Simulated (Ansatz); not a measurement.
# CoSi (zincblende type): how the settings move a single-point run

Question: which choices in the input matter for CoSi (zincblende type)?

Program: Ansatz 0.2.0. Level of theory: reference: DFT, PBE, all-electron LAPW, scalar-relativistic. These are calculated values, not measurements.

1 further run of the same task is left out (it didn't finish).

### 1 The system as given

Symmetry: F-43m, No. 216, cubic system. Conventional cell: a = 4.821 Å, b = 4.821 Å, c = 4.821 Å, α = 90.00°, β = 90.00°, γ = 90.00°. Around Co (site symmetry -43m) lie 4 Si at 2.09 Å. Around Si (site symmetry -43m) lie 4 Co at 2.09 Å.

Structure file:

```
CELL_PARAMETERS angstrom
0.00000 2.41025 2.41025
2.41025 0.00000 2.41025
2.41025 2.41025 0.00000
ATOMIC_POSITIONS crystal
Co 0.00000 0.00000 0.00000
Si 0.25000 0.25000 0.25000
```

### 2 Baseline

The input, input.yaml:

```yaml
crystal:
  lattice:
    - [0.0, 2.4102543242, 2.4102543242]
    - [2.4102543242, 0.0, 2.4102543242]
    - [2.4102543242, 2.4102543242, 0.0]
  atoms:
    - { symbol: Co, position: [0.0, 0.0, 0.0], spin: 1.7 }
    - { symbol: Si, position: [0.25, 0.25, 0.25] }
magnetization:
  spin_polarized: true
kpoints:
  mp_grid: { grid: [14, 14, 14] }
scf:
  occupations: { method: fermi_dirac, width: 0.08 }
hamiltonian:
  xc: pbe
  pseudopotentials: { kind: all_electron, lapw: { basis_error: 0.001 } }
output:
  forces: true
  stress: true
  eigenvalues: true
  populations: true
```

On the command line:

```sh
> ansatz run input.yaml --threads 1 --pin off --max-ram 3072MiB --backend cpu --events-out ev --progress --plain --runs-dir out
```

### 3 Variant: mp_grid.shift [0.5, 0.5, 0.5], preconditioner resta, dispersion d3bjatm

Changes to input.yaml since step 2:

```diff
@@ -11,5 +11,6 @@
 kpoints:
-  mp_grid: { grid: [14, 14, 14] }
+  mp_grid: { grid: [14, 14, 14], shift: [0.5, 0.5, 0.5] }
 scf:
   occupations: { method: fermi_dirac, width: 0.08 }
+  mixing: { preconditioner: resta }
 hamiltonian:
@@ -17,2 +18,3 @@
   pseudopotentials: { kind: all_electron, lapw: { basis_error: 0.001 } }
+  dispersion: d3bjatm
 output:
```

**Question.** What will these runs give? Wanted: for each run, ending; energy change; pressure; gap; force.

The runs gave:

```
                                                                       run     ending                                     energy change  pressure (GPa)  gap (eV)  force (eV/Å)  cycles     time
                                                                 reference  converged                                                 0            24.6      0.00          0.00      13     93 s
1: mp_grid.shift [0.5, 0.5, 0.5], preconditioner resta, dispersion d3bjatm  converged  -393.3 meV/atom (offset of the dispersion model)            20.5      0.00          0.00      11  3.6 min
```

Residual by cycle in the longest SCF loop of each run; runs are numbered as in the table. The quantity is the density residual dr2, in eV.

```
cycle  reference    run 1
    1       1.05     1.05
    2      0.461    0.191
    3       1.02     1.41
    4     0.0258   0.0179
    5     0.0091   2.4e-4
    6     8.3e-4   5.3e-6
    8     1.7e-6   2.3e-8
    9     1.6e-7  1.7e-10
   10     9.2e-9  9.1e-12
   11     1.2e-9  2.2e-12
   12    1.0e-10        -
   13    2.5e-11        -
```

What this shows: The energy moves by -393.3 meV/atom, nearly all of it the dispersion term itself (-393.3 meV/atom); that offset belongs to the model and is no gain or loss of stability; the pressure goes from 24.6 to 20.5 GPa. The structure is not at rest: the sound run finds 25 GPa, so these are no properties of the relaxed crystal. 
